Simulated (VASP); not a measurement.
# P (Pm-3m) in VASP: further runs

One crystal, P, is run at these levels: PBE+D3(BJ); tasks: single point, relaxation of cell and atoms.

All numbers are computed with VASP 6.6.1; they aren't measurements. Logs are shortened: lines on timing, memory, paths and dates and some standing lists are left out, and cuts for length are marked.

## Step 1: The cell of the first run

It takes space group Pm-3m (No. 221, cubic). Conventional cell: a = 2.410 Å, b = 2.410 Å, c = 2.410 Å, α = 90.00°, β = 90.00°, γ = 90.00°. P (site symmetry m-3m) has 6 P at 2.41 Å as nearest neighbours.

This isn't the form of P at room conditions, which is orthorhombic.

## Step 2: Single point, PBE+D3(BJ) (cell and atoms relaxed tightly for response)

Input file INCAR:

```
PREC = Accurate
ENCUT = 520
EDIFF = 1E-6
ISMEAR = -1
SIGMA = 0.15
LREAL = F
LASPH = T
NELM = 100
ALGO = Fast
ISIF = 2
LWAVE = F
LCHARG = T
GGA = PE
IVDW = 12
LELF = T
LVHAR = T
NBANDS = 8
```

Input file KPOINTS:

```
regular mesh
0
Gamma
  20 20 20
```

Input file POSCAR:

```
P
1.0
    2.4099996682      0.0000000000      0.0000000000
    0.0000000000      2.4099996682      0.0000000000
    0.0000000000      0.0000000000      2.4100202334
P
1
Direct
    0.0000000000      0.0000000000      0.0000000000
```

Potentials or basis: VASP PAW PBE potentials, release 64 (P).

The run is started by

```sh
> cat potpaw_PBE.64/P/POTCAR > POTCAR
> mpirun -np 1 vasp_std > vasp.out
```

OUTCAR:

```text
PREC = Accurate
   ENCUT = 520
   EDIFF = 1E-6
   ISMEAR = -1
   LREAL = F
   LASPH = T
   NELM = 100
   ISIF = 2
   GGA = PE
   IVDW = 12
 IVDW          = 12

 ion  position               nearest neighbor table
   1  0.000  0.000  0.000-

  LATTYP: Found a simple cubic cell.
 ALAT       =     2.4099996682

  Lattice vectors:

 A1 = (   2.4099996682,   0.0000000000,   0.0000000000)
 A2 = (   0.0000000000,   2.4099996682,   0.0000000000)
 A3 = (   0.0000000000,   0.0000000000,   2.4100202334)

Analysis of symmetry for initial positions (statically):
=====================================================================
 Subroutine PRICEL returns:
 Original cell was already a primitive cell.

 Routine SETGRP: Setting up the symmetry group for a
 simple cubic supercell.

 Subroutine GETGRP returns: Found 48 space group operations
 (whereof 48 operations were pure point group operations)
 out of a pool of 48 trial point group operations.

The static configuration has the point symmetry O_h .

Analysis of symmetry for dynamics (positions and initial velocities):
=====================================================================
 Subroutine PRICEL returns:
 Original cell was already a primitive cell.

 Routine SETGRP: Setting up the symmetry group for a
 simple cubic supercell.

 Subroutine GETGRP returns: Found 48 space group operations
 (whereof 48 operations were pure point group operations)
 out of a pool of 48 trial point group operations.

The dynamic configuration has the point symmetry O_h .

 Subroutine INISYM returns: Found 48 space group operations
 (whereof 48 operations are pure point group operations),
 and found     1 'primitive' translations

----------------------------------------------------------------------------------------

                                     Primitive cell

  volume of cell :      13.9976

  direct lattice vectors                    reciprocal lattice vectors
     2.409999668  0.000000000  0.000000000     0.414937816  0.000000000  0.000000000
     0.000000000  2.409999668  0.000000000     0.000000000  0.414937816  0.000000000
     0.000000000  0.000000000  2.410020233     0.000000000  0.000000000  0.414934276

  length of vectors
     2.409999668  2.409999668  2.410020233     0.414937816  0.414937816  0.414934276

  position of ions in fractional coordinates (direct lattice)
     0.000000000  0.000000000  0.000000000

  ion indices of the primitive-cell ions
   primitive index   ion index
                 1           1

----------------------------------------------------------------------------------------

 KPOINTS: regular mesh

Automatic generation of k-mesh.
 Grid dimensions read from file:
 generate k-points for:   20   20   20

 Generating k-lattice:

  Cartesian coordinates                     Fractional coordinates (reciprocal lattice)
     0.020746891  0.000000000  0.000000000     0.050000000  0.000000000  0.000000000
     0.000000000  0.020746891  0.000000000     0.000000000  0.050000000  0.000000000
     0.000000000  0.000000000  0.020746714     0.000000000  0.000000000  0.050000000

  Length of vectors
     0.020746891  0.020746891  0.020746714

  Shift w.r.t. Gamma in fractional coordinates (k-lattice)
     0.000000000  0.000000000  0.000000000

 Subroutine IBZKPT returns following result:
 ===========================================

 Found    286 irreducible k-points:

 Following reciprocal coordinates:
            Coordinates               Weight
  0.000000  0.000000  0.000000      1.000000
  0.050000  0.000000  0.000000      6.000000
  0.100000  0.000000  0.000000      6.000000
  0.150000  0.000000  0.000000      6.000000
  0.200000  0.000000  0.000000      6.000000
  0.250000  0.000000  0.000000      6.000000
[... 16 lines left out ...]
  0.150000  0.100000  0.000000     24.000000
  0.200000  0.100000  0.000000     24.000000
 [... further k-points ...]
   k-points           NKPTS =    286   k-points in BZ     NKDIM =    286   number of bands    NBANDS=      8
   number of dos      NEDOS =    301   number of ions     NIONS =      1
   total plane-waves  NPLWV =   5832
   dimension x,y,z NGX =    18 NGY =   18 NGZ =   18
   dimension x,y,z NGXF=    36 NGYF=   36 NGZF=   36
   ions per type =               1
   NGX,Y,Z   is equivalent  to a cutoff of  12.42, 12.42, 12.42 a.u.
   NGXF,Y,Z  is equivalent  to a cutoff of  24.83, 24.83, 24.83 a.u.
 SYSTEM =  unknown system
   PREC   = accura    normal or accurate (medium, high low for compatibility)
   ISTART =      0    job   : 0-new  1-cont  2-samecut
   ICHARG =      2    charge: 1-file 2-atom 10-const
   ISPIN  =      1    spin polarized calculation?
   LNONCOLLINEAR =      F non collinear calculations
   LSORBIT =      F    spin-orbit coupling
   LASPH  =      T    aspherical Exc in radial PAW
   ENCUT  =  520.0 eV  38.22 Ry    6.18 a.u.   4.48  4.48  4.48*2*pi/ulx,y,z
   NELM   =    100;   NELMIN=  2; NELMDL= -5     # of ELM steps
   EDIFF  = 0.1E-05   stopping-criterion for ELM
   LREAL  =      F    real-space projection
   EDIFFG = 0.1E-04   stopping-criterion for IOM
   NSW    =      0    number of steps for IOM
   IBRION =     -1    ionic relax: 0-MD 1-quasi-New 2-CG
   NFREE  =      0    steps in history (QN), initial steepest desc. (CG)
   ISIF   =      2    stress and relaxation
   ISYM   =      2    0-nonsym 1-usesym 2-fastsym
   POTIM  = 0.5000    time-step for ionic-motion
   TEBEG  =    0.0;   TEEND  =   0.0 temperature during run
   PSTRESS=    0.0 pullay stress
   NELECT =       5.0000    total number of electrons
   NUPDOWN=      -1.0000    fix difference up-down
   EMIN   =  10.00;   EMAX   =-10.00  energy-range for DOS
   EFERMI =   0.00;   METHOD = LEGACY
   ISMEAR =    -1;   SIGMA  =   0.15  broadening in eV -4-tet -1-fermi 0-gaus
   EFERMI_NEDOS =   21; number of points for ismear=-14 and -15
   IALGO  =     68    algorithm
   IMIX   =      4    mixing-type and parameters
     AMIX     =   0.40;   BMIX     =  1.00
     AMIX_MAG =   1.60;   BMIX_MAG =  1.00
  volume/ion in A,a.u.               =      14.00        94.46
  Fermi-wavevector in a.u.,A,eV,Ry     =   1.161573  2.195055 18.357695  1.349252
  Thomas-Fermi vector in A             =   2.298144
   LORBIT       =      0    0 simple, 1 ext, 2 COOP (PROOUT), +10 PAW based schemes
   GGA     = PE    functional components
   LHFCALC =     F    Hartree Fock is set to
   AEXX    =    0.0000 exact exchange contribution
   IVDW    =    12    specifies the selected vdW correction
   LEPSILON=     F    determine dielectric tensor
   LRPA    =     F    only Hartree local field effects (RPA)
 non-spin polarized calculation
 RMM-DIIS sequential band-by-band and
  energy-cutoff  :      520.00
  volume of cell :       14.00
 maximum number of plane-waves:       391
 NGX is ok and might be reduce to    18
   NGX =  9   NGY =  9   NGZ =  9

 number of electron       4.9999992 magnetization

 Free energy of the ion-electron system (eV)
  ---------------------------------------------------
  ext. energy  EPLUGINS =         0.00000000
  ---------------------------------------------------
  free energy    TOTEN  =        -5.27292139 eV

  energy without entropy =       -5.24887264  energy(sigma->0) =       -5.26089702

 E-fermi :  10.3207     XC(G=0): -11.4529

 val. band max:       10.3205172550   @ k =   0.2500   0.2000   0.0500
 cond. band min:      10.3397796067   @ k =   0.2000   0.2000   0.0000
 fundamental gap:      0.0192623518
 Fermi energy:        10.3206822691

 k-point     1 :       0.0000    0.0000    0.0000
  band No.  band energies     occupation
      1      -6.6937      2.00000
      2      15.4536      0.00000
      3      15.4539      0.00000
      4      15.4539      0.00000
      5      16.9634      0.00000
      6      16.9635      0.00000
      7      24.9771      0.00000
      8      35.1710      0.00000

 k-point     2 :       0.0500    0.0000    0.0000
  band No.  band energies     occupation
      1      -6.6347      2.00000
      2      14.1595      0.00000
      3      15.5004      0.00000
      4      15.5007      0.00000
      5      17.0105      0.00000
      6      18.1888      0.00000
      7      25.1761      0.00000
      8      34.7073      0.00000

 k-point     3 :       0.1000    0.0000    0.0000
  band No.  band energies     occupation
      1      -6.4583      2.00000
      2      12.3268      0.00000
      3      15.6400      0.00000
      4      15.6403      0.00000
      5      17.1500      0.00000
      6      19.7800      0.00000
      7      25.7986      0.00000
      8      33.5684      0.00000

 k-point     4 :       0.1500    0.0000    0.0000
  band No.  band energies     occupation
      1      -6.1655      2.00000
      2      10.4903      0.48811
      3      15.8696      0.00000
      4      15.8699      0.00000
      5      17.3771      0.00000
      6      21.1459      0.00000
      7      26.8711      0.00000
      8      32.1393      0.00000

 k-point     5 :       0.2000    0.0000    0.0000
  band No.  band energies     occupation
      1      -5.7590      2.00000
      2       8.7104      1.99996
      3      16.1841      0.00000
      4      16.1845      0.00000
      5      17.6830      0.00000
      6      22.2517      0.00000
      7      28.2926      0.00000
      8      30.6412      0.00000

 k-point     6 :       0.2500    0.0000    0.0000
  band No.  band energies     occupation
      1      -5.2430      2.00000
      2       7.0135      2.00000
      3      16.5741      0.00000
      4      16.5745      0.00000
      5      18.0527      0.00000
      6      23.1930      0.00000
      7      29.1824      0.00000
      8      29.6786      0.00000

 k-point     7 :       0.3000    0.0000    0.0000
  band No.  band energies     occupation
      1      -4.6255      2.00000
      2       5.4193      2.00000
      3      17.0233      0.00000
      4      17.0236      0.00000
      5      18.4633      0.00000
      6      24.0748      0.00000
      7      27.8267      0.00000
      8      27.8270      0.00000

 k-point     8 :       0.3500    0.0000    0.0000
  band No.  band energies     occupation
      1      -3.9229      2.00000
      2       3.9514      2.00000
      3      17.5024      0.00000
      4      17.5028      0.00000
      5      18.8794      0.00000
      6      24.9591      0.00000
      7      26.6273      0.00000
      8      26.6276      0.00000

 k-point     9 :       0.4000    0.0000    0.0000
  band No.  band energies     occupation
      1      -3.1739      2.00000
      2       2.6531      2.00000
      3      17.9595      0.00000
      4      17.9598      0.00000
      5      19.2504      0.00000
      6      25.6490      0.00000
      7      25.6493      0.00000
      8      25.8645      0.00000

 k-point    10 :       0.4500    0.0000    0.0000
  band No.  band energies     occupation
      1      -2.4886      2.00000
      2       1.6372      2.00000
      3      18.3088      0.00000
      4      18.3091      0.00000
      5      19.5135      0.00000
      6      24.9847      0.00000
      7      24.9850      0.00000
      8      26.7502      0.00000
[... 78 lines left out ...]
 k-point    18 :       0.3500    0.0500    0.0000
  band No.  band energies     occupation
      1      -3.8643      2.00000
      2       4.0040      2.00000
      3      16.3541      0.00000
      4      17.5475      0.00000
      5      19.8363      0.00000
      6      24.7806      0.00000
      7      26.3468      0.00000
      8      26.6720      0.00000

 k-point    19 :       0.4000    0.0500    0.0000
  band No.  band energies     occupation
      1      -3.1153      2.00000
      2       2.7065      2.00000
      3      16.8120      0.00000
      4      18.0040      0.00000
      5      20.2340      0.00000
      6      24.4125      0.00000
      7      25.6947      0.00000
      8      26.6216      0.00000

 k-point    20 :       0.4500    0.0500    0.0000
  band No.  band energies     occupation
      1      -2.4296      2.00000
      2       1.6907      2.00000
      3      17.1586      0.00000
      4      18.3528      0.00000
      5      20.5290      0.00000
      6      23.8508      0.00000
      7      25.0311      0.00000
      8      27.3912      0.00000

 k-point    21 :       0.5000    0.0500    0.0000
  band No.  band energies     occupation
      1      -2.1070      2.00000
      2       1.2578      2.00000
      3      17.2913      0.00000
      4      18.4874      0.00000
      5      20.6417      0.00000
      6      23.6236      0.00000
      7      24.7912      0.00000
      8      27.9441      0.00000

 k-point    22 :       0.1000    0.1000    0.0000
  band No.  band energies     occupation
      1      -6.2230      2.00000
      2      12.0514      0.00002
      3      13.1275      0.00000
      4      15.8258      0.00000
      5      18.7678      0.00000
      6      21.2009      0.00000
      7      26.3531      0.00000
      8      31.8573      0.00000

 k-point    23 :       0.1500    0.1000    0.0000
  band No.  band energies     occupation
      1      -5.9305      2.00000
      2      10.5944      0.27778
      3      13.0095      0.00000
      4      16.0548      0.00000
      5      19.1924      0.00000
      6      22.5215      0.00000
      7      27.0512      0.00000
      8      30.5281      0.00000

 k-point    24 :       0.2000    0.1000    0.0000
  band No.  band energies     occupation
      1      -5.5241      2.00000
      2       8.8784      1.99987
      3      13.2879      0.00000
      4      16.3684      0.00000
      5      19.5797      0.00000
      6      23.6339      0.00000
      7      27.5293      0.00000
      8      29.8091      0.00000

 [... further k-points ...]

------------------------ aborting loop because EDIFF is reached ----------------------------------------

 Edisp (eV)   -0.50480

 E8    (eV) :    -0.1907

  FORCE on cell =-STRESS in cart. coord.  units (eV):
  Direction    XX          YY          ZZ          XY          YZ          ZX
  --------------------------------------------------------------------------------------
  -------------------------------------------------------------------------------------
  Total      -0.02813    -0.02813    -0.02813    -0.00000    -0.00000     0.00000
  in kB      -3.21983    -3.21983    -3.21989    -0.00000    -0.00000     0.00000
  external pressure =       -3.22 kB  Pullay stress =        0.00 kB

 VOLUME and BASIS-vectors are now :
 -----------------------------------------------------------------------------
  energy-cutoff  :      520.00
  volume of cell :       14.00
      direct lattice vectors                 reciprocal lattice vectors
     2.409999668  0.000000000  0.000000000     0.414937816  0.000000000  0.000000000
     0.000000000  2.409999668  0.000000000     0.000000000  0.414937816  0.000000000
     0.000000000  0.000000000  2.410020233     0.000000000  0.000000000  0.414934276

 POSITION                                       TOTAL-FORCE (eV/Angst)
 -----------------------------------------------------------------------------------
      0.00000      0.00000      0.00000         0.000000      0.000000      0.000000
 -----------------------------------------------------------------------------------
    total drift:                               -0.000000     -0.000000      0.000000

  FREE ENERGIE OF THE ION-ELECTRON SYSTEM (eV)
  ---------------------------------------------------
  free  energy   TOTEN  =        -5.7777178247 eV

  energy  without entropy=       -5.7536690696  energy(sigma->0) =       -5.76569345
```

Run time: 10 s. Hardware: 1 thread of AMD EPYC 9R45 (Zen 5), shared host; peak memory 0.11 GiB.

What came out:

```
Free energy                : -5.7777 eV
Pressure                   : -0.3 GPa
Band gap on the k mesh     : none (metal or under the smearing width)
Dispersion energy per atom : -0.505 eV
```

Levels at points of the mesh, in eV from the Fermi level:
```
           k point  band 1  band 2  band 3  band 4  band 5  band 6  band 7  band 8
(0.00, 0.00, 0.00)  -17.01    5.13    5.13    5.13    6.64    6.64   14.66   24.85
(0.50, 0.00, 0.00)  -12.49   -9.12    8.12    8.12    9.29   14.42   14.42   16.96
(0.50, 0.50, 0.00)   -7.55   -5.57   -5.57    0.64   10.91   17.05   17.05   17.51
(0.50, 0.50, 0.50)   -2.33   -2.33   -2.33   -1.30    4.44    4.44    4.44   10.87
```

Caveat: pairwise dispersion overbinds metals, which lowers pressure and volume.

[end of part 1 of 2]
